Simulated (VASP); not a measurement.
Wanted: the native input for a VASP 6.6.1 run.

- Task: single point
- Functional: PBE
- Potentials or basis: VASP PAW PBE potentials, release 64 (Hf)
- Cutoff: 600 eV
- k mesh: 7 × 7 × 1
- Occupations: fermi-dirac, width 0.05 eV
- Spin: no spin polarisation
- Dipole correction: yes
- Further INCAR settings: ALGO = Normal; EDIFF = 1e-07

The structure of Hf lies in POSCAR:

```
Hf
1.0
    3.1966985242      0.0000000000      0.0000000000
   -1.5983492621      2.7684221302      0.0000000000
    0.0000000000      0.0000000000     30.1734000000
Hf
7
Direct
    0.6666666667      0.3333333334      0.2485633041
    0.3333333333      0.6666666666      0.3323755361
    0.6666666667      0.3333333334      0.4161877680
    0.3333333333      0.6666666666      0.5000000000
    0.6666666667      0.3333333334      0.5838122320
    0.3333333333      0.6666666666      0.6676244639
    0.6666666667      0.3333333334      0.7514366959
```

The slab is cut from a database's or a generator's crystal, which needn't be the stable form of the element.

These files were run (other wordings do the same):

INCAR

```
SYSTEM = Hf
PREC = Accurate ; ENCUT = 600
EDIFF = 1E-7 ; ISMEAR = -1
SIGMA = 0.05 ; LREAL = .False.
LASPH = .True. ; NELM = 60
ALGO = Normal ; ISIF = 2
LWAVE = .False. ; LCHARG = .True.
LDIPOL = .True. ; IDIPOL = 3
DIPOL = 0.5 0.5 0.500 ; GGA = PE
LELF = .True. ; LVHAR = .True.
LVACPOTAV = .True.
```

KPOINTS

```
regular mesh
0
Gamma
  7 7 1
  0 0 0
```

Potentials or basis: VASP PAW PBE potentials, release 64 (Hf).

Launch:

```bash
$ cat potpaw_PBE.64/Hf/POTCAR > POTCAR
$ mpirun -np 1 vasp_std > vasp.out
```

It gave:

```
Largest force                   : 0.864 eV/Å
Band gap on the k mesh          : none (metal or under the smearing width)
Work function of the upper face : 4.41 eV
Work function of the lower face : 4.41 eV
```

Wall time 2.7 min on 1 thread of Intel(R) Xeon(R) Platinum 8488C (Sapphire Rapids) (shared host), peak memory 0.42 GiB.
